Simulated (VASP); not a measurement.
Computed with r2SCAN meta-GGA, VASP's PBE PAW potentials (set 64) (plane waves; VASP 6.6.1).

VASP input:

### POSCAR
```
CaF2
1
    0.0000000000     2.6992404306     2.6992404306
    2.6992404306     0.0000000000     2.6992404306
    2.6992404306     2.6992404306     0.0000000000
Ca F
1 2
Direct
  1.0000000000   1.0000000000   0.0000000000
  0.2500000000   0.2500000000   0.2500000000
  0.7500000000   0.7500000000   0.7500000000
```

File KPOINTS:
```
K-points
0
gamma
  7 7 7
```

### INCAR
```
ALGO = Normal
EDIFF = 1E-7
ENCUT = 520
ISIF = 2
ISMEAR = 0
LASPH = .TRUE.
LCHARG = .FALSE.
LMIXTAU = .TRUE.
LREAL = .FALSE.
LWAVE = .FALSE.
METAGGA = R2SCAN
NELM = 100
PREC = Accurate
SIGMA = 0.05
SYSTEM = CaF2
```

POTCAR, in this order: Ca_sv F (PBE.64 set). Program: vasp_std.

The run wrote:

File OSZICAR:
```
       N       E                     dE             d eps       ncg     rms          rms(c)
DAV:   1     0.207735158331E+03    0.20774E+03   -0.14142E+04   640   0.156E+03
DAV:   2    -0.244151558800E+02   -0.23215E+03   -0.22721E+03   792   0.404E+02
DAV:   3    -0.334040470756E+02   -0.89889E+01   -0.89796E+01   744   0.898E+01
DAV:   4    -0.337597677258E+02   -0.35572E+00   -0.35562E+00  1072   0.134E+01
DAV:   5    -0.337624380260E+02   -0.26703E-02   -0.26702E-02   752   0.121E+00    0.701E+00
DAV:   6    -0.261125339911E+02    0.76499E+01   -0.36343E+00   872   0.193E+01    0.313E+00
DAV:   7    -0.264533857047E+02   -0.34085E+00   -0.26029E+00   640   0.163E+01    0.245E+00
DAV:   8    -0.258513495625E+02    0.60204E+00   -0.61863E-01   640   0.982E+00    0.129E+00
DAV:   9    -0.255073075266E+02    0.34404E+00   -0.64064E-01   720   0.732E+00    0.132E+00
DAV:  10    -0.259236634576E+02   -0.41636E+00   -0.66122E-01   712   0.765E+00    0.412E-01
DAV:  11    -0.259130099470E+02    0.10654E-01   -0.13542E-02   784   0.144E+00    0.364E-01
DAV:  12    -0.259354357401E+02   -0.22426E-01   -0.21304E-02   640   0.160E+00    0.303E-02
DAV:  13    -0.259361430869E+02   -0.70735E-03   -0.13777E-03   776   0.410E-01    0.375E-02
DAV:  14    -0.259361469908E+02   -0.39040E-05   -0.40532E-05   984   0.540E-02    0.401E-02
DAV:  15    -0.259363389037E+02   -0.19191E-03   -0.35935E-05   656   0.780E-02    0.466E-02
DAV:  16    -0.259362626572E+02    0.76246E-04   -0.23969E-04   648   0.147E-01    0.521E-02
DAV:  17    -0.259362745431E+02   -0.11886E-04   -0.15809E-05   808   0.521E-02    0.707E-02
DAV:  18    -0.259362604656E+02    0.14078E-04   -0.45332E-05   944   0.919E-02    0.147E-02
DAV:  19    -0.259362866742E+02   -0.26209E-04   -0.19349E-05   784   0.602E-02    0.840E-03
DAV:  20    -0.259362881924E+02   -0.15183E-05   -0.26946E-06   992   0.156E-02    0.481E-03
DAV:  21    -0.259362891792E+02   -0.98682E-06   -0.64652E-07   648   0.908E-03    0.192E-03
DAV:  22    -0.259362897523E+02   -0.57308E-06   -0.11612E-07   512   0.429E-03    0.128E-03
DAV:  23    -0.259362896718E+02    0.80530E-07   -0.51696E-08   344   0.217E-03
   1 F= -.25936290E+02 E0= -.25936290E+02  d E =-.537038E-15
```

File OUTCAR:
```
------------------------ aborting loop because EDIFF is reached ----------------------------------------
  FORCE on cell =-STRESS in cart. coord.  units (eV):
  Direction    XX          YY          ZZ          XY          YZ          ZX
  --------------------------------------------------------------------------------------
  Total        0.6934335      0.6934335      0.6934335      0.0000000      0.0000000      0.0000000
  in kB       28.2462436     28.2462436     28.2462436      0.0000000      0.0000000      0.0000000
  external PRESSURE =      28.2462436 kB  Pullay stress =       0.0000000 kB
  volume of cell :       39.33
      direct lattice vectors                 reciprocal lattice vectors
     0.000000000  2.699240431  2.699240431    -0.185237297  0.185237297  0.185237297
     2.699240431  0.000000000  2.699240431     0.185237297 -0.185237297  0.185237297
     2.699240431  2.699240431  0.000000000     0.185237297  0.185237297 -0.185237297
 POSITION                                       TOTAL-FORCE (eV/Angst)
 -----------------------------------------------------------------------------------
      0.00000      0.00000      0.00000        -0.000000     -0.000000     -0.000000
      1.34962      1.34962      1.34962         0.000000     -0.000000      0.000000
      4.04886      4.04886      4.04886         0.000000      0.000000      0.000000
 -----------------------------------------------------------------------------------
    total drift:                                0.000000      0.000000      0.000000
  FREE ENERGIE OF THE ION-ELECTRON SYSTEM (eV)
  ---------------------------------------------------
  free  energy   TOTEN  =       -25.9362896718 eV

  energy  without entropy=      -25.9362896718  energy(sigma->0) =      -25.93628967
```
(Selected blocks of OUTCAR.)

The compound is CaF2 in the fluorite structure. This cell is one point of a volume scan, at 0.97 of the reference volume.
